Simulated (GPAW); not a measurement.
## A GW chain in GPAW: InSe (GaSe-type monolayer)

Wanted: ground state, empty states, screening and self-energy for InSe (GaSe-type monolayer).

Calculated with GPAW 26.7.0; PBE and many-body steps on it, plane waves.

**The experiments to reproduce.**

- Gap 2.84 ± 0.05 eV: optical, A exciton (c-v at Gamma) from PL; photoluminescence; 300 K; monolayer (exfoliated monolayer) (“Indirect to direct gap crossover in two-dimensional InSe revealed by ARPES”, 2019, arxiv:1901.06943).

Report form: the programs' logs are mostly left out.

### Step 1. Set-up

The cell holds 4 atoms: 2 In and 2 Se. Its edges and angles: a = 4.030 Å, b = 4.030 Å, c = 16.000 Å, α = 90.0°, β = 90.0°, γ = 120.0°. Vacuum lies along c.

The start is a generated structure, not a measured one.

### Step 2. Relaxation

This step: GPAW 26.7.0; DFT, PBE, plane waves, PAW.

A relaxation at this level of theory: leftover forces would pass straight into the levels.

File run.py:

```python
import json
import numpy as np
from gpaw.mpi import world
from ase import Atoms
from ase.constraints import FixSymmetry
from ase.filters import FrechetCellFilter
from ase.optimize import BFGS
from gpaw import GPAW, PW, FermiDirac

atoms = Atoms(['In', 'In', 'Se', 'Se'],
    cell=[[4.0301060000, 0.0000000000, 0.0000000000],
      [-2.0150530000, 3.4901741759, 0.0000000000],
      [0.0000000000, 0.0000000000, 16.0000000000]],
    scaled_positions=[[0.3333333333, 0.6666666667, 0.5887499999],
      [0.3333333333, 0.6666666667, 0.4112500001],
      [0.6666666667, 0.3333333333, 0.6557058750],
      [0.6666666667, 0.3333333333, 0.3442941250]],
    pbc=(True, True, False))
atoms.set_constraint(FixSymmetry(atoms))
atoms.calc = GPAW(mode=PW(550),
    xc='PBE',
    kpts={'size': (9, 9, 1), 'gamma': True},
    occupations=FermiDirac(0.02),
    convergence={'density': 1e-5},
    txt='relax.txt')
steps = []
opt = BFGS(FrechetCellFilter(atoms, mask=[1, 1, 0, 0, 0, 1]), logfile='bfgs.log')
opt.attach(lambda: steps.append([atoms.get_potential_energy(), atoms.cell[:], atoms.positions.copy(), atoms.get_forces()]))
converged = opt.run(fmax=0.03, steps=50)
res = {'converged': bool(converged), 'steps': steps, 'cell': atoms.cell[:], 'frac': atoms.get_scaled_positions()}

if world.rank == 0:
    with open('result.json', 'w') as f:
        json.dump(res, f, default=lambda x: x.tolist())
```

Launch:

```bash
$ mpirun -n 4 gpaw python run.py
```

Run time: 1.9 min. Hardware: 4 MPI ranks of Arm Neoverse V2, shared host; peak memory 1.3 GiB; 7.6 min of CPU time.

Step by step:

```tsv
step	energy less that of the first step (eV)	largest force (eV/Å)
1	0.0000	1.5065
2	-0.1426	1.1368
3	-0.2948	0.3740
4	-0.3023	0.3700
5	-0.3407	0.1213
6	-0.3431	0.0557
7	-0.3442	0.0609
8	-0.3454	0.1015
9	-0.3474	0.1417
10	-0.3489	0.1156
11	-0.3495	0.0440
12	-0.3497	0.0068
```

The atoms that moved most (Å):

```tsv
atom	dx	dy	dz	length
Se3	0.000	0.000	0.197	0.197
Se4	0.000	0.000	-0.197	0.197
In1	0.000	0.000	-0.011	0.011
In2	0.000	0.000	0.011	0.011
```

The relaxed structure:

```xyz
4
Lattice="4.0679 0.0000 0.0000 -2.0340 3.5229 0.0000 0.0000 0.0000 16.0000" Properties=species:S:1:pos:R:3
In    0.0000    2.3486    9.4086
In    0.0000    2.3486    6.5914
Se    2.0340    1.1743   10.6886
Se    2.0340    1.1743    5.3114
```

### Step 3. Ground state

The ground-state density comes first.

File run.py:

```python
import json
import numpy as np
from gpaw.mpi import world
from ase import Atoms
from gpaw import GPAW, PW, FermiDirac

atoms = Atoms(['In', 'In', 'Se', 'Se'],
    cell=[[4.0679249113, 0.0000000000, 0.0000000000],
      [-2.0339624556, 3.5229263138, 0.0000000000],
      [0.0000000000, 0.0000000000, 16.0000000000]],
    scaled_positions=[[0.3333333333, 0.6666666667, 0.5880389516],
      [0.3333333333, 0.6666666667, 0.4119610484],
      [0.6666666667, 0.3333333333, 0.6680394308],
      [0.6666666667, 0.3333333333, 0.3319605692]],
    pbc=(True, True, False))
calc = GPAW(mode=PW(450),
    xc='PBE',
    kpts={'size': (9, 9, 1), 'gamma': True},
    occupations=FermiDirac(0.001),
    nbands=-8,
    convergence={'density': 1e-6, 'bands': -3},
    maxiter=100,
    txt='gs.txt')
atoms.calc = calc
res = {'energy': atoms.get_potential_energy()}
kpts = calc.get_ibz_k_points()
res['kpts'] = kpts
res['eigenvalues'] = [calc.get_eigenvalues(kpt=k) for k in range(len(kpts))]
res['n_electrons'] = calc.get_number_of_electrons()
calc.write('gs.gpw')

if world.rank == 0:
    with open('result.json', 'w') as f:
        json.dump(res, f, default=lambda x: x.tolist())
```

Launch:

```bash
$ mpirun -n 4 gpaw python run.py
```

It took 8.6 s on 4 MPI ranks; peak memory 0.82 GiB; 33 s of CPU time.

This step gave:

| Quantity | Value |
| --- | --- |
| total energy | -14.55 eV |
| gap | 1.463 eV |
| k of the valence top | 0.1111, 0, 0 |
| k of the conduction bottom | 0, 0, 0 |
| least direct gap | 1.525 eV |

The gap is indirect, with the least direct gap 0.06 eV higher.

### Step 4. Empty states on the mesh, 6×6×1 mesh, 251 bands

The sums over transitions need many empty states on a uniform mesh; this step solves for them.

File run.py:

```python
import json
import numpy as np
from gpaw.mpi import world
from gpaw import GPAW

calc = GPAW('gs.gpw').fixed_density(kpts={'size': (6, 6, 1), 'gamma': True},
    nbands=292,
    convergence={'bands': 251},
    txt='nscf.txt')
calc.write('full.gpw', mode='all')
res = {}
kpts = calc.get_ibz_k_points()
res['kpts'] = kpts
res['eigenvalues'] = [calc.get_eigenvalues(kpt=k) for k in range(len(kpts))]
res['n_electrons'] = calc.get_number_of_electrons()

if world.rank == 0:
    with open('result.json', 'w') as f:
        json.dump(res, f, default=lambda x: x.tolist())
```

Launch:

```bash
$ mpirun -n 4 gpaw python run.py
```

Run time: 1.8 min. Hardware: 4 MPI ranks; peak memory 1.3 GiB; 7.2 min of CPU time.

This step gave:

```
gap                                                           : 1.460 eV
k of the valence top                                          : 0.1667, 0, 0
k of the conduction bottom                                    : 0, 0, 0
least direct gap                                              : 1.525 eV
k points computed                                             : 7
lowest point of the top converged band, above the valence top : 55.9855 eV
```

On this mesh the gap is 1.460 eV.

### Step 5. Screening and self-energy, 6×6×1 mesh, 112 bands, screening to 36 eV

G0W0 replaces the xc potential by the self-energy, built once from these orbitals. Only a window of levels is corrected, while the sums run over the empty bands that the input names.

This step: G0W0 on PBE, plane waves, PAW.

File run.py:

```python
import json
import numpy as np
from gpaw.mpi import world
from gpaw.response.g0w0 import G0W0

gw = G0W0('full.gpw',
    filename='gw',
    kpts=[0, 1],
    bands=(17, 21),
    ecut=36,
    nbands=112,
    truncation='2D',
    integrate_gamma='sphere',
    q0_correction=True,
    frequencies={'type': 'nonlinear', 'domega0': 0.15, 'omega2': 15.0},
    eta=0.1,
    nblocksmax=True)
gw.calculate()
res = {mode: {k: v for k, v in r.items() if k != 'sigma_eskwn'}
       for mode, r in gw.all_results.items()}

if world.rank == 0:
    with open('result.json', 'w') as f:
        json.dump(res, f, default=lambda x: x.tolist())
```

Launch:

```bash
$ mpirun -n 4 gpaw python run.py
```

Elapsed: 39 s, on 4 MPI ranks; peak memory 1.8 GiB; 2.6 min of CPU time.

This step gave:

* G0W0 gap on the points computed: 2.791 eV
* least direct G0W0 gap on the computed points: 2.895 eV
* Z at the valence top: 0.7522
* Z at the conduction bottom: 0.7738
* starting gap on the mesh: 1.460 eV
* k of the valence top: 0.1667, 0, 0
* k of the conduction bottom: 0, 0, 0

The gap on the mesh goes from 1.46 eV to 2.79 eV, a correction of +1.33 eV.

Limits: finite bands, cutoff and mesh; no spin-orbit coupling. v1 is the top filled band, c1 the lowest empty one. The levels before and after the correction (eV, zero at the valence-band top of each column):

```tsv
	conduction bottom	valence top
Kohn-Sham	1.46	0.00
G0W0	2.79	0.00
```

```tsv
	level	energy (eV)
Kohn-Sham	Γ v2	-0.485
Kohn-Sham	Γ v1	-0.066
Kohn-Sham	Γ c1	1.460
Kohn-Sham	Γ c2	2.666
Kohn-Sham	(0.167 0 0) v2	-0.748
Kohn-Sham	(0.167 0 0) v1	0.000
Kohn-Sham	(0.167 0 0) c1	2.374
Kohn-Sham	(0.167 0 0) c2	3.366
G0W0	Γ v2	-0.334
G0W0	Γ v1	-0.105
G0W0	Γ c1	2.791
G0W0	Γ c2	3.968
G0W0	(0.167 0 0) v2	-0.640
G0W0	(0.167 0 0) v1	0.000
G0W0	(0.167 0 0) c1	3.893
G0W0	(0.167 0 0) c2	4.652
```

### Step 6. Where the time went

Times are wall times on 4 MPI ranks of Arm Neoverse V2, shared host, good to a factor of about two.

```tsv
step	time	share	memory (GiB)
relaxation	1.9 min	42 %	1.3
ground state	8.6 s	3 %	0.82
empty states on the mesh	1.8 min	40 %	1.3
screening and self-energy	39 s	14 %	1.8
```

### Step 7. Outcome

- PBE gap: 1.46 eV, indirect
- G0W0 gap on the mesh: 2.79 eV
- GW settings: 6×6×1 mesh, 112 bands, screening to 36 eV, full frequency, Hilbert transform
- known limits: not at the basis limit; no spin-orbit coupling

In words: G0W0 moves the gap on the mesh from 1.46 eV to 2.79 eV (+1.33 eV), with Z of 0.75 and 0.77 at the edges. Only 2 of the mesh's irreducible points were corrected, so a valley elsewhere could overtake. Against experiment, by G0W0@PBE: the direct gap of 2.90 eV lies +0.06 eV from the measured 2.84 ± 0.05 eV (exciton, 300 K, 2019). An exciton line or allowed optical edge lies below the quasiparticle gap by the binding energy; a forbidden edge can push the onset above it. The computed sheet is free-standing; a substrate or cover screens it further and lowers both gap and binding, while the exciton line moves little. The calculation has static nuclei and no excitons; a measured gap holds zero-point and thermal motion, which mostly lowers it. Bands and cutoff are finite, so the gap is not at the basis limit. The miss can reach some tenths of an eV and take either sign; the mesh is an error of its own. These stock PAW sets were not made for GW; the filled d or f shell of Se lies in the frozen core, which bears on start and correction. In the G0W0 run levels were corrected at 2 k points alone, so a gap called «on the mesh» is the least over those, and an edge elsewhere would be missed. Mesh or cutoff lie under what a gap needs, so these runs test behaviour and cost; their gaps are not to be quoted. The many-body steps are scalar-relativistic: spin-orbit coupling is not in them.

[Paths, hosts, dates, memory and timing lines, banners, echoed tables and standing remarks are left out of the program output.]

[Logs are printed without paths, hosts, clocks, repeated set-up lines and the standing remarks that a program may print on its own settings, such as how far it seeks lower states.]

[Runs of the session that timed out or met a known fault of the program may be left out.]

[Hosts, paths, dates, database ids (printed as entryN), source tags and the programs' standing remarks are cut or masked in the printed files.]
